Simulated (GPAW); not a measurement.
Runs of GPAW 26.7.0 on SnO. The structure is tetragonal, space group P4/nmm (No. 129). The conventional cell has a = 3.814 Å, b = 3.814 Å, c = 4.887 Å, α = 90.00°, β = 90.00°, γ = 90.00°. Sn (site symmetry 4mm) has 4 O at 2.23 Å as nearest neighbours. O (site symmetry -4m2) is surrounded by 4 Sn at 2.23 Å. The cell is a database's computed one.

```csv
task,level,potentials or basis,spin,k mesh,cutoff (eV),smearing,maxiter,band path,band points,spin axis theta (degrees),spin axis phi (degrees),gap on the mesh (eV),pressure (GPa),largest force (eV/Å)
band structure,PBEsol,"PAW data sets generated in the run's folder for this functional, pw","SOC, no magnetisation",7 × 7 × 6,800,fermi-dirac 0.05 eV,150,"GXMGZRAZ,XR,MA",60,90,45,0.35,-1.2,0.02
single point,r2SCAN,"GPAW PAW data sets (gpaw-data 1.2.1), pw",off,6 × 6 × 5,650,fermi-dirac 0.05 eV,120,-,-,-,-,0.28,(a),0.10
band structure,PBEsol,"PAW data sets generated in the run's folder for this functional, pw",off,7 × 7 × 6,800,fermi-dirac 0.05 eV,150,"GXMGZRAZ,XR,MA",60,-,-,0.36,-1.2,0.02
dielectric tensor,RPBE,"the program's PAW data sets (release 1.2.1) made for this functional, pw",off,6 × 6 × 5,550,fermi-dirac 0.001 eV,150,-,-,-,-,(b),-,-
dielectric tensor,PBEsol,"PAW data sets generated in the run's folder for this functional, pw",off,6 × 6 × 5,550,fermi-dirac 0.001 eV,150,-,-,-,-,0.13,-,-
```

Alike in all rows: cell as given.

Question: Fill in the values left out.

Answer: (a) -1.8; (b) 0.14.

Caveats: spin-orbit coupling is left out, which moves the levels of the heavy elements (some runs); an odd mesh through Γ misses points on the zone boundary, where band edges often lie (some runs); the mesh misses the band edges, which the band path finds closer together (some runs); the gap is small at this level, which inflates the dielectric constant (some runs); the long-wavelength limit can be off by a per cent or two (some runs); spin-orbit coupling was added after a scalar SCF, so levels and gaps hold it while energy, forces, pressure and moments don't (some runs); this program's spin-orbit splittings come out too wide for heavy elements (some runs).

A k mesh can miss the band edges, and rows without SOC leave out spin-orbit coupling on Sn.

Runs at the PBE level aren't shown here.
